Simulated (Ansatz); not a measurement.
The system is Zn.

```xyz
2
Lattice="2.6700 0.0000 0.0000 -1.3350 2.3123 0.0000 0.0000 0.0000 4.9660" Properties=species:S:1:pos:R:3 pbc="T T T"
Zn    1.3350    0.7708    3.7245
Zn    0.0000    1.5415    1.2415
```

```yaml
Program: Ansatz 0.2.0
Task: relaxation of cell and atoms
Functional: rPW86-PBE
Potentials_or_basis: Ansatz PAW
Cutoff: "420 eV (not typed: the program's choice for these potentials)"
k_mesh: 11 × 11 × 6
Occupations: gaussian, width 0.1 eV
Spin: non-collinear spin, ferrimagnetic start
Starting_moments: "[[0.289, 0.289, 0.289], [-0.144, -0.144, -0.144]] μB"
```

At the start: volume 15.33 Å³/atom.

Where does the relaxation end?

It ends after 6 steps and the volume is 16.26 Å³/atom (+6.1 %); space group P6_3/mmc (No. 194, to 0.05 Å); moment 0.00 μB per cell.

The path:
```csv
step,energy change (eV),largest force (eV/Å),volume (Å³)
1,0.0000,0.0000,30.66
2,-0.0163,0.0000,31.88
3,-0.0188,0.0000,32.55
4,-0.0188,0.0000,32.54
5,-0.0188,0.0000,32.52
6,-0.0196,0.0000,32.52
```

Final structure:
```xyz
2
Lattice="2.7027 0.0000 0.0000 -1.3514 2.3406 0.0000 0.0000 0.0000 5.1402" Properties=species:S:1:pos:R:3 pbc="T T T"
Zn    1.3514    0.7802    3.8551
Zn    0.0000    1.5604    1.2850
```

Caveat: the plane-wave basis is chosen anew once the cell has moved, so the energies of steps on either side of that aren't comparable; the PAW data sets come from PBE, with cores solved anew for the run's functional, which leaves a small shift of forces and pressure; the starting moments weren't kept.
